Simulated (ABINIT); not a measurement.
Runs of ABINIT 10.8.3 (patched build) on SnO2 (Cassiterite). Symmetry: P4_2/mnm, No. 136, tetragonal system. Conventional cell: a = 4.738 Å, b = 4.738 Å, c = 3.187 Å, α = 90.00°, β = 90.00°, γ = 90.00°. Sn (site symmetry mmm) is surrounded by 6 O at 2.05 to 2.06 Å. O (site symmetry m2m) is surrounded by 3 Sn at 2.05 to 2.06 Å. 

```csv
task,level,potentials or basis,cell,k mesh,cutoff (eV),smearing,fine-grid cutoff,stop of the response cycle (tolvrs),acoustic sum rule (asr),cell freedom (optcell),optimiser (ionmov),gap on the mesh (eV),pressure (GPa),largest force (eV/Å)
single point,LDA,JTH PAW LDA v2.0 sp,as given,4 × 4 × 6,517,fermi-dirac 0.05 eV,1034.03 eV,-,-,-,-,1.00,4.3,0.24
phonons,LDA,JTH PAW LDA v2.0 sp,as given,"4 × 4 × 6, shifted",517,fixed,1034.03 eV,1e-08,1,-,-,-,(a),0.24
single point,PBE,JTH PAW PBE v2.0 sp,as given,4 × 4 × 6,517,fermi-dirac 0.05 eV,1034.03 eV,-,-,-,-,1.14,-,(b)
relaxation of cell and atoms,LDA,PseudoDojo NC SR LDA v0.4.1 standard,relaxed,4 × 4 × 6,1143,fermi-dirac 0.05 eV,-,-,-,2,2,1.12,0.0,-
dielectric tensor,LDA,PseudoDojo NC SR LDA v0.4.1 standard,cell relaxed at zero pressure by an earlier run,"4 × 4 × 6, shifted",1143,fixed,-,1e-09,1,-,-,-,0.0,-
single point,LDA,PseudoDojo NC SR LDA v0.4.1 standard,as given,4 × 4 × 6,952,fermi-dirac 0.05 eV,-,-,-,-,-,1.12,-,0.15
single point,LDA,PseudoDojo NC SR LDA v0.4.1 standard,cell relaxed,4 × 4 × 6,1143,fermi-dirac 0.05 eV,-,-,-,-,-,1.12,0.0,-
```

Alike in all rows: no spin polarisation.

Q: Fill in the values left out.

A: (a) 4.4; (b) 0.35.

Caveats: spin-orbit coupling is left out, which moves the levels of the heavy elements (some runs); this set keeps more shells in the core, which shifts pressures and gaps (some runs); the atomic spheres overlap (some runs); the atoms weren't relaxed first, which shifts response properties (some runs); the cell is more than 3 GPa from zero pressure, which shifts response properties (some runs).

A k mesh can miss the band edges, and the runs leave out spin-orbit coupling on Sn.

The runs don't all hold the same shells in valence.
